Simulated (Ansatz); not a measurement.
# Minibands of ZnSe/CdS superlattices, part 2 of 5

How do the layer thicknesses change the gap of ZnSe/CdS? The crystals are ZnSe zinc blende(111) and CdS zinc blende(111), on a common net of side 4.2 Å (+3.5 % and +0.0 % against typed lattice constants near PBE's). Layer spacings come from each crystal relaxed along the normal on that net, and the joins take bond lengths estimated from both crystals. The stacks are then relaxed. The first steps treat the bulk crystals alone. PBEsol has lattice constants of its own, so the true strain differs.

Ansatz 0.2.0; PBEsol DFT, plane waves, PAW files (the session's first sound run).

So far, gap on path (eV): step 3 (the bulk crystal and its band edges, strain 0.0348, crystal …) 0.741.

### 4. Relaxing along the normal, strain -0.0001, crystal CdS zinc blende(111)

System of this step: CdS. The structure is cubic, space group F-43m (No. 216). Conventional cell: a = 5.940 Å, b = 5.940 Å, c = 5.940 Å, α = 90.00°, β = 90.00°, γ = 90.00°. Nearest to Cd lie 4 S at 2.57 Å. Nearest to S lie 4 Cd at 2.57 Å. Farther neighbours and most contacts between anions are not listed.

The crystal is held to the common net and relaxed along the normal.

input.yaml

```yaml
crystal:
  lattice:
    - [4.2, 0.0, 0.0]
    - [-2.1, 3.6373066959, 0.0]
    - [0.0, 0.0, 10.288749211]
  atoms:
    - { symbol: Cd, position: [0.0, 0.0, 0.0] }
    - { symbol: S, position: [0.0, 0.0, 0.25] }
    - { symbol: Cd, position: [0.3333333333, 0.6666666667, 0.3333333333] }
    - { symbol: S, position: [0.3333333333, 0.6666666667, 0.5833333333] }
    - { symbol: Cd, position: [0.6666666667, 0.3333333333, 0.6666666667] }
    - { symbol: S, position: [0.6666666667, 0.3333333333, 0.9166666667] }
kpoints:
  mp_grid: { grid: [6, 6, 4] }
scf:
  occupations: { method: fixed }
  max_iter: 120
hamiltonian:
  xc: pbesol
output: {}
relax:
  f_tol: 0.01
  max_steps: 40
  cell: { fix: [a, b, angles] }
```

Launch:

```bash
$ ansatz run input.yaml --threads 4 --pin off --max-ram 10240MiB --backend cpu --events-out ev --progress --plain --runs-dir out
```

Numbers of over 12 decimals in the logs are rounded to 6 here.

The log of the run:

```text
[...]
Crystal: 6 atoms, lattice volume = 157.178 Å³
Basis set: ecut = 420 eV, 2981 PW (Γ), exchange–correlation on 60×60×144 points (8 copies of the dense FFT grid, shifted against one another)
Bands: 47, of which v1, the nominal top of the filled ones, is band 39 counted from 1 (38 counted from 0)
Symmetry: 18 space group operations
[...]
k-points: 24 of 144 (time reversal used)
[...]
SCF iter   1: F=—  HF=-27210.589929 eV  |F-HF|=—  |Δ(HF+E_count)|=         —  Δρ=5.24e-3  dr2=6.09e-2  ethr=1.77e-3  ⟨swp⟩=5.0  Hψ=3496  notcnv=0  defer=129
[...]
SCF iter   7: F=-27210.572387 eV  HF=-27210.572387 eV  |F-HF|=1.83e-8  |Δ(HF+E_count)|=   5.83e-7  Δρ=2.03e-6  dr2=5.05e-9  ethr=1.28e-10  ⟨swp⟩=4.0  Hψ=3720  notcnv=0
SCF 1 converged in 7 iterations: F = -27210.572387 eV  dr2 = 5.05e-9
[...]
relax step   1: F+E_penalty+E_count = -27210.57238682 eV  Δ(F+E_penalty+E_count) = +0.000e0 eV  max|allowed force component| = 1.307e-3 eV/Å  Δτ_max = 0.0000 Å  P = -3.157 GPa  Ω = 157.178 Å³  fix = [a, b, alpha, beta, gamma]  reactions: a -3.148, b -3.148 GPa  (7 SCF iters, dr2 threshold 1.00e-7 eV, accepted)
Crystal: 6 atoms, lattice volume = 151.388 Å³
Basis set: ecut = 420 eV, 2895 PW (Γ), exchange–correlation on 60×60×144 points (8 copies of the dense FFT grid, shifted against one another)
[...]
SCF iter   6: F=-27210.630667 eV  HF=-27210.630666 eV  |F-HF|=2.18e-7  |Δ(HF+E_count)|=   1.93e-6  Δρ=7.28e-6  dr2=1.13e-7  ethr=7.69e-10  ⟨swp⟩=4.0  Hψ=3631  notcnv=0
SCF 2 converged in 6 iterations: F = -27210.630667 eV  dr2 = 1.13e-7
relax step   2: F+E_penalty+E_count = -27210.63066656 eV  Δ(F+E_penalty+E_count) = -5.828e-2 eV  max|allowed force component| = 3.907e-2 eV/Å  Δτ_max = 0.0236 Å  P = -1.277 GPa  Ω = 151.388 Å³  energy of the carried Pulay correction = +7.781e-4 eV  fix = [a, b, alpha, beta, gamma]  reactions: a -2.014, b -2.014 GPa  (6 SCF iters, dr2 threshold 6.00e-7 eV, accepted)
Crystal: 6 atoms, lattice volume = 151.442 Å³
[...]
SCF iter   4: F=-27210.631086 eV  HF=-27210.631086 eV  |F-HF|=1.42e-9  |Δ(HF+E_count)|=   9.94e-8  Δρ=4.81e-6  dr2=3.53e-8  ethr=1.23e-10  ⟨swp⟩=4.0  Hψ=3592  notcnv=0
SCF 3 converged in 4 iterations: F = -27210.631086 eV  dr2 = 3.53e-8
relax step   3: F+E_penalty+E_count = -27210.63108582 eV  Δ(F+E_penalty+E_count) = -4.193e-4 eV  max|allowed force component| = 1.210e-2 eV/Å  Δτ_max = 0.0026 Å  P = -1.311 GPa  Ω = 151.442 Å³  energy of the carried Pulay correction = +7.708e-4 eV  fix = [a, b, alpha, beta, gamma]  reactions: a -1.978, b -1.978 GPa  (4 SCF iters, dr2 threshold 9.59e-8 eV, accepted)
[...]
relax step   4: F+E_penalty+E_count = -27210.63114919 eV  Δ(F+E_penalty+E_count) = -6.337e-5 eV  max|allowed force component| = 2.544e-4 eV/Å  Δτ_max = 0.0017 Å  P = -1.296 GPa  Ω = 151.384 Å³  energy of the carried Pulay correction = +7.787e-4 eV  fix = [a, b, alpha, beta, gamma]  reactions: a -1.942, b -1.942 GPa  (5 SCF iters, dr2 threshold 9.15e-9 eV, accepted)
[...]
SCF iter   5: F=-27210.630343 eV  HF=-27210.630343 eV  |F-HF|=7.28e-12  |Δ(HF+E_count)|=  3.20e-10  Δρ=1.13e-7  dr2=1.91e-11  ethr=1.00e-12  ⟨swp⟩=4.0  Hψ=3585  notcnv=0
SCF 5 converged in 5 iterations: F = -27210.630343 eV  dr2 = 1.91e-11
relax step   5: F+E_penalty+E_count = -27210.63034312 eV  Δ(F+E_penalty+E_count) = +8.061e-4 eV  max|allowed force component| = 2.919e-4 eV/Å  Δτ_max = 0.0000 Å  P = -1.295 GPa  Ω = 151.384 Å³  fix = [a, b, alpha, beta, gamma]  reactions: a -1.941, b -1.941 GPa  stress off target by 4.21e-3 GPa on what of the cell is left free  SCF on the basis re-selected at this cell (its energy is not comparable with the rows above)  (5 SCF iters)
[...]
SCF converged after 5 iterations
Free energy (F): -27210.630343 eV
[...]
Internal energy: -27210.630343 eV  (E = F + TS)
E sigma→0 (E₀):  -27210.630343 eV
Fermi energy:    6.645549 eV
[...]
--- Forces (eV/Å), atoms counted from 1 ---
  atom   1  Cd     0.00000000     0.00000000    -0.00029176
  atom   2  S      0.00000000    -0.00000000     0.00029213
  atom   3  Cd     0.00000000     0.00000000    -0.00029176
  atom   4  S      0.00000000    -0.00000000     0.00029213
  atom   5  Cd    -0.00000000     0.00000000    -0.00029176
  atom   6  S      0.00000000    -0.00000000     0.00029213
  max |Σ_I F_I| component: 1.11e-6 eV/Å
--- Stress (GPa, compression-positive) ---
       -1.940734       0.000000      -0.000000
        0.000000      -1.940734      -0.000000
       -0.000000      -0.000000      -0.004212
  P = ⅓ Tr σ = -1.2952 GPa (-12.952 kbar)
--- Relaxed structure (4 steps of the walk, 4 accepted, 1 SCFs on fresh bases) ---
[...]
cell:  # Å, volume = 151.3839 Å³
    - [4.200000, 0, 0]
    - [-2.100000, 3.637307, 0]
    - [0, 0, 9.909469]
  atoms:
    - { symbol: Cd, position: [-4.914849559305423e-19, 0, -0.00271068] }
    - { symbol: S, position: [4.914849559305423e-19, 0, 0.252711] }
    - { symbol: Cd, position: [0.333333, 0.666667, 0.330623] }
    - { symbol: S, position: [0.333333, 0.666667, 0.586044] }
    - { symbol: Cd, position: [0.666667, 0.333333, 0.663956] }
    - { symbol: S, position: [0.666667, 0.333333, 0.919377] }
```

Wall time 14 s (4 threads of Arm Neoverse V1, shared host); peak memory 0.5 GiB; 53 s of CPU time.

Step by step:

```tsv
step	energy less that of the first step (eV)	largest force component (eV/Å)	pressure (GPa)	volume (Å³)
1	0.0000	0.0013	-3.16	157.18
2	-0.0583	0.0391	-1.28	151.39
3	-0.0587	0.0121	-1.31	151.44
4	-0.0588	0.0003	-1.30	151.38
5*	-0.0580	0.0003	-1.30	151.38
```

Relaxation steps marked * repeat the geometry before them on a plane-wave basis chosen anew for their cell, so energy and pressure can jump there.

The run keeps the 18 symmetry operations that it works with, so distortions that break them were not tested.

```tsv
cell as run	before	after	change
a (Å)	4.200	4.200	+0.0 %
b (Å)	4.200	4.200	+0.0 %
c (Å)	10.289	9.909	-3.7 %
volume (Å³/atom)	26.20	25.23	-3.7 %
```

The atoms that moved most (Å, as changes of fractional coordinates times the final cell):

```tsv
atom	dx	dy	dz	length
S6	0.000	0.000	0.027	0.027
Cd3	0.000	0.000	-0.027	0.027
Cd1	0.000	0.000	-0.027	0.027
S2	0.000	0.000	0.027	0.027
Cd5	0.000	0.000	-0.027	0.027
S4	0.000	0.000	0.027	0.027
```

The relaxed structure:

```xyz
6
Lattice="4.2000 0.0000 0.0000 -2.1000 3.6373 0.0000 0.0000 0.0000 9.9095" Properties=species:S:1:pos:R:3 pbc="T T T"
Cd    0.0000    0.0000   -0.0269
S     0.0000    0.0000    2.5042
Cd    0.0000    2.4249    3.2763
S     0.0000    2.4249    5.8074
Cd    2.1000    1.2124    6.5795
S     2.1000    1.2124    9.1105
```

Numbers from this step:

- free energy: -27210.6303 eV
- Fermi energy: 6.646 eV
- pressure: -1.295 GPa

The relaxation ends with a largest force component of 2.9e-4 eV/Å.

### 5. The bulk crystal and its band edges, strain -0.0001, crystal CdS zinc blende(111)

The band edges of the next crystal.

input.yaml

```yaml
crystal:
  lattice:
    - [4.2, 0.0, 0.0]
    - [-2.1, 3.6373066959, 0.0]
    - [0.0, 0.0, 9.9094691433]
  atoms:
    - { symbol: Cd, position: [0.0, 0.0, -0.0027106782] }
    - { symbol: S, position: [0.0, 0.0, 0.2527106782] }
    - { symbol: Cd, position: [0.3333333333, 0.6666666667, 0.3306226551] }
    - { symbol: S, position: [0.3333333333, 0.6666666667, 0.5860440116] }
    - { symbol: Cd, position: [0.6666666667, 0.3333333333, 0.6639559884] }
    - { symbol: S, position: [0.6666666667, 0.3333333333, 0.9193773449] }
kpoints:
  mp_grid: { grid: [8, 8, 4] }
  band_path: { path: [VBM, CBM], npoints: 24 }
scf:
  occupations: { method: fixed }
  max_iter: 120
hamiltonian:
  xc: pbesol
output:
  eigenvalues: true
checkpoint:
  write: CdS.run
  compress: false
  write_wavefunctions: false
```

The log of the run:

```text
[...]
Crystal: 6 atoms, lattice volume = 151.384 Å³
Basis set: ecut = 420 eV, 2895 PW (Γ)
Bands: 47, of which v1, the nominal top of the filled ones, is band 39 counted from 1 (38 counted from 0)
Symmetry: 18 space group operations
[...]
k-points: 35 of 256 (time reversal used)
[...]
SCF iter   1: F=—  HF=-27210.650596 eV  |F-HF|=—  |Δ(HF+E_count)|=         —  Δρ=5.30e-3  dr2=5.86e-2  ethr=1.77e-3  ⟨swp⟩=5.0  Hψ=5106  notcnv=0  defer=195
[...]
SCF iter   7: F=-27210.633724 eV  HF=-27210.633724 eV  |F-HF|=1.54e-8  |Δ(HF+E_count)|=   5.41e-7  Δρ=1.94e-6  dr2=4.44e-9  ethr=1.28e-10  ⟨swp⟩=9.3  Hψ=5773  notcnv=0
SCF 1 converged in 7 iterations: F = -27210.633724 eV  dr2 = 4.44e-9
[...]
SCF converged after 7 iterations
Free energy (F): -27210.633724 eV
[...]
Internal energy: -27210.633724 eV  (E = F + TS)
E sigma→0 (E₀):  -27210.633724 eV
Fermi energy:    6.644758 eV
[...]
--- Band table (eV; the first three rows and the last of 35) ---
  k-point 0: bands = [... 35 lower, 5.9240, 6.5221, 6.5221, 6.6448, 7.5211, 9.2345, 9.2345, 12.8491, ... 4 higher]
  k-point 1: bands = [... 35 lower, 6.1101, 6.1101, 6.4629, 6.4629, 8.0291, 9.1002, 9.2283, 12.8033, ... 4 higher]
  k-point 2: bands = [... 35 lower, 6.3081, 6.3081, 6.3081, 6.3081, 8.6816, 8.6816, 9.2128, 12.7815, ... 4 higher]
  k-point 34: bands = [... 35 lower, 4.6337, 4.9512, 4.9512, 5.4519, 10.8875, 11.5446, 11.5446, 11.8480, ... 4 higher]
```

Run time: 18 s. Hardware: 4 threads; peak memory 0.51 GiB.

This step gave:

| Quantity | Value |
| --- | --- |
| free energy | -27210.6337 eV |
| Fermi energy | 6.645 eV |
| gap on the k-mesh | 0.8763 eV |
| gap on path | 0.8763 eV, by band count; negative where bands overlap |
| edge places on path | 0, 0 1/A along the path |

Levels at VBM (eV): -7.75, -7.75, -7.72, -7.65, -7.65, -7.65, -7.65, -7.28, -7.28, -7.26, -7.26, -7.26, -7.26, -7.26, -7.26, -3.35, -3.35, -0.72, -0.72, -0.72, -0.72, -0.12, -0.12, 0.00, 0.88, 2.59, 2.59, 6.20, 6.20, 6.58, 6.58, 6.68.

The searched edges give 0.876 eV, as on the mesh.

### 6. Relaxing the interfaces, stack ZnSe 6 / CdS 6, atomic layers of each crystal 6×6

System of this step: ZnSe (6) / CdS (6). The cell holds 12 atoms: 3 Se, 3 Zn, 3 S and 3 Cd. Cell: a = 4.200 Å, b = 4.200 Å, c = 19.344 Å, α = 90.0°, β = 90.0°, γ = 120.0°. Regions: 0: ZnSe, 6 atoms (3 Se and 3 Zn); 1: CdS, 6 atoms (3 S and 3 Cd). The structure's axis is c.

The stack is relaxed at a fixed cell, since the spacings at the joins were only estimated. The total length stays as laid.

input.yaml

```yaml
crystal:
  lattice:
    - [4.2, 0.0, 0.0]
    - [-2.1, 3.6373066959, 0.0]
    - [0.0, 0.0, 19.3443385049]
  atoms:
    - { symbol: Se, position: [0.0, 0.0, 0.0] }
    - { symbol: Zn, position: [0.3333333333, 0.6666666667, 0.0362852482] }
    - { symbol: Se, position: [0.3333333333, 0.6666666667, 0.1625776169] }
    - { symbol: Zn, position: [0.6666666667, 0.3333333333, 0.1988628651] }
    - { symbol: Se, position: [0.6666666667, 0.3333333333, 0.3251552337] }
    - { symbol: Zn, position: [0.0, 0.0, 0.3614404819] }
    - { symbol: S, position: [0.0, 0.0, 0.4804451297] }
    - { symbol: Cd, position: [0.3333333333, 0.6666666667, 0.520356876] }
    - { symbol: S, position: [0.3333333333, 0.6666666667, 0.6512008462] }
    - { symbol: Cd, position: [0.6666666667, 0.3333333333, 0.6911125925] }
    - { symbol: S, position: [0.6666666667, 0.3333333333, 0.8219565627] }
    - { symbol: Cd, position: [0.0, 0.0, 0.8618683089] }
kpoints:
  mp_grid: { grid: [8, 8, 2] }
scf:
  occupations: { method: fixed }
  max_iter: 120
hamiltonian:
  xc: pbesol
output:
  eigenvalues: false
  forces: true
relax:
  f_tol: 0.02
  max_steps: 40
```

The log of the run:

```text
settings of this run that can trade accuracy for cost: output.eigenvalues: false. Do not mix this run's numbers with those of runs without the same settings; the input reference describes each key
[...]
Crystal: 12 atoms, lattice volume = 295.517 Å³
Basis set: ecut = 420 eV, 5687 PW (Γ), exchange–correlation on 60×60×270 points (8 copies of the dense FFT grid, shifted against one another)
Bands: 98, of which v1, the nominal top of the filled ones, is band 81 counted from 1 (80 counted from 0)
Symmetry: 6 space group operations
[...]
k-points: 20 of 128 (time reversal used)
[...]
SCF iter   1: F=—  HF=-53329.774119 eV  |F-HF|=—  |Δ(HF+E_count)|=         —  Δρ=4.67e-3  dr2=1.03e-1  ethr=1.77e-3  ⟨swp⟩=5.0  Hψ=5592  notcnv=0  defer=279
[...]
SCF iter   6: F=-53329.747697 eV  HF=-53329.747685 eV  |F-HF|=1.27e-5  |Δ(HF+E_count)|=   8.26e-5  Δρ=5.29e-5  dr2=9.76e-6  ethr=6.17e-9  ⟨swp⟩=2.9  Hψ=7178  notcnv=0
SCF 1 converged in 6 iterations: F = -53329.747697 eV  dr2 = 9.76e-6
[...]
relax step   1: F+E_penalty+E_count = -53329.74769738 eV  Δ(F+E_penalty+E_count) = +0.000e0 eV  max|allowed force component| = 1.629e-1 eV/Å  Δτ_max = 0.0000 Å  (6 SCF iters, dr2 threshold 1.00e-5 eV, accepted)
[...]
SCF iter   6: F=-53329.750332 eV  HF=-53329.750331 eV  |F-HF|=1.05e-7  |Δ(HF+E_count)|=   6.35e-7  Δρ=1.13e-5  dr2=7.13e-7  ethr=1.02e-9  ⟨swp⟩=4.0  Hψ=6538  notcnv=0
SCF 2 converged in 6 iterations: F = -53329.750332 eV  dr2 = 7.13e-7
[...]
relax step   2: F+E_penalty+E_count = -53329.75033155 eV  Δ(F+E_penalty+E_count) = -2.634e-3 eV  max|allowed force component| = 1.035e-1 eV/Å  Δτ_max = 0.0304 Å  (6 SCF iters, dr2 threshold 1.66e-6 eV, accepted)
SCF iter   1: F=—  HF=-53329.752122 eV  |F-HF|=—  |Δ(HF+E_count)|=         —  Δρ=6.66e-4  dr2=8.68e-4  ethr=6.80e-6  ⟨swp⟩=4.7  Hψ=3714  notcnv=0  defer=300
[...]
SCF iter   5: F=-53329.751602 eV  HF=-53329.751602 eV  |F-HF|=3.13e-7  |Δ(HF+E_count)|=   1.89e-6  Δρ=1.07e-5  dr2=4.22e-7  ethr=4.13e-10  ⟨swp⟩=3.0  Hψ=6989  notcnv=0
SCF 3 converged in 5 iterations: F = -53329.751602 eV  dr2 = 4.22e-7
relax step   3: F+E_penalty+E_count = -53329.75160164 eV  Δ(F+E_penalty+E_count) = -1.270e-3 eV  max|allowed force component| = 2.558e-2 eV/Å  Δτ_max = 0.0130 Å  (5 SCF iters, dr2 threshold 6.69e-7 eV, accepted)
SCF iter   1: F=—  HF=-53329.751958 eV  |F-HF|=—  |Δ(HF+E_count)|=         —  Δρ=1.09e-4  dr2=2.82e-5  ethr=1.54e-7  ⟨swp⟩=3.4  Hψ=3683  notcnv=0  defer=300
[...]
SCF iter   5: F=-53329.751673 eV  HF=-53329.751673 eV  |F-HF|=3.87e-8  |Δ(HF+E_count)|=   9.04e-8  Δρ=3.96e-6  dr2=7.43e-8  ethr=6.17e-11  ⟨swp⟩=3.0  Hψ=6753  notcnv=0
SCF 4 converged in 5 iterations: F = -53329.751673 eV  dr2 = 7.43e-8
relax step   4: F+E_penalty+E_count = -53329.75167315 eV  Δ(F+E_penalty+E_count) = -7.151e-5 eV  max|allowed force component| = 9.008e-3 eV/Å  Δτ_max = 0.0026 Å  (5 SCF iters, accepted)
SCF converged after 5 iterations
Free energy (F): -53329.751673 eV
[...]
Internal energy: -53329.751673 eV  (E = F + TS)
E sigma→0 (E₀):  -53329.751673 eV
Fermi energy:    6.378736 eV
[...]
--- Forces (eV/Å), atoms counted from 1 ---
  atom   1  Se    -0.00000000    -0.00000000     0.00030202
  atom   2  Zn     0.00000000     0.00000000    -0.00256297
  atom   3  Se     0.00000000    -0.00000000     0.00201059
  atom   4  Zn     0.00000000     0.00000000    -0.00224906
  atom   5  Se     0.00000000    -0.00000000     0.00372935
  atom   6  Zn     0.00000000     0.00000000    -0.00900999
  atom   7  S      0.00000000    -0.00000000     0.00889115
  atom   8  Cd     0.00000000     0.00000000    -0.00359368
  atom   9  S      0.00000000    -0.00000000     0.00311856
  atom  10  Cd     0.00000000     0.00000000    -0.00399591
  atom  11  S      0.00000000    -0.00000000     0.00388556
  atom  12  Cd     0.00000000     0.00000000    -0.00054518
  max |Σ_I F_I| component: 1.96e-5 eV/Å
--- Relaxed structure (4 steps of the walk, 4 accepted, 0 SCFs on fresh bases) ---
  F+E_penalty+E_count = -53329.75167315 eV   max|allowed force component| = 9.008e-3 eV/Å
  atoms:
    - { symbol: Se, position: [-1.819141272064711e-19, 0, -0.000533633] }
    - { symbol: Zn, position: [0.333333, 0.666667, 0.035588] }
    - { symbol: Se, position: [0.333333, 0.666667, 0.162075] }
    - { symbol: Zn, position: [0.666667, 0.333333, 0.198203] }
    - { symbol: Se, position: [0.666667, 0.333333, 0.324653] }
    - { symbol: Zn, position: [-1.5587141182032196e-19, 0, 0.360983] }
    - { symbol: S, position: [1.2850362920662754e-19, 0, 0.480822] }
    - { symbol: Cd, position: [0.333333, 0.666667, 0.520882] }
    - { symbol: S, position: [0.333333, 0.666667, 0.651388] }
    - { symbol: Cd, position: [0.666667, 0.333333, 0.691866] }
    - { symbol: S, position: [0.666667, 0.333333, 0.822355] }
    - { symbol: Cd, position: [3.7903395597596486e-19, 0, 0.862980] }
[...]
```

Elapsed: 40 s, on 4 threads; peak memory 1 GiB.

The steps of the relaxation:

```tsv
step	energy less that of the first step (eV)	largest force component (eV/Å)
1	0.0000	0.1629
2	-0.0026	0.1035
3	-0.0039	0.0256
4	-0.0040	0.0090
```

The run keeps the 6 symmetry operations that it works with, so distortions that break them were not tested.

The atoms that moved most (Å):

```tsv
atom	dx	dy	dz	length
Cd12	0.000	0.000	0.022	0.022
Cd10	0.000	0.000	0.015	0.015
Zn2	0.000	0.000	-0.013	0.013
Zn4	0.000	0.000	-0.013	0.013
Se1	0.000	0.000	-0.010	0.010
Cd8	0.000	0.000	0.010	0.010
Se3	0.000	0.000	-0.010	0.010
Se5	0.000	0.000	-0.010	0.010
```

This step gave:

```yaml
free_energy: -53329.7517 eV
fermi_energy: 6.379 eV
```

The largest force component on a free atom ends at 0.0090 eV/Å.

[end of part 2 of 5]

[Logs are printed without paths, hosts, clocks, repeated set-up lines and the standing remarks that a program may print on its own settings, such as how far it seeks lower states.]

[Hosts, paths, dates, database ids (printed as entryN), source tags and the programs' standing remarks are cut or masked in the printed files.]
